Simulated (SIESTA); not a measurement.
Runs of SIESTA 5.4.2 on TePb. Symmetry: Fm-3m, No. 225, cubic system. Conventional cell: a = 6.462 Å, b = 6.462 Å, c = 6.462 Å, α = 90.00°, β = 90.00°, γ = 90.00°. Pb (site symmetry m-3m) is surrounded by 6 Te at 3.23 Å. Te (site symmetry m-3m) has 6 Pb at 3.23 Å as nearest neighbours. 

```tsv
task	level	potentials or basis	pressure (GPa)
band structure	PBE	PseudoDojo 0.4 standard (PBE files), SZ (energy shift 0.003 Ry)	5.3
band structure	RPBE	PseudoDojo 0.4 standard (PBE files), DZP (energy shift 0.003 Ry; two zetas on semicore shells)	(a)
band structure	LDA	PseudoDojo 0.4 standard (LDA files), DZP (energy shift 0.003 Ry; two zetas on semicore shells)	-1.3
band structure	PBE	PseudoDojo 0.4 standard (PBE files), TZDP (energy shift 0.003 Ry; two zetas on semicore shells)	2.5
```

Alike in all rows: no spin polarisation; cell as given; k mesh 7 × 7 × 7; smearing fermi-dirac 0.05 eV; grid cutoff 500 Ry; energy shift 0.003 Ry.

**Question.** Estimate the missing entries.

**Answer.** (a) 4.0.

Caveats: the basis of atomic orbitals isn't converged, which shifts pressures, moduli and gaps; the basis has no polarisation orbitals (some runs); the potentials were made for another functional, which shifts forces and pressure (some runs).
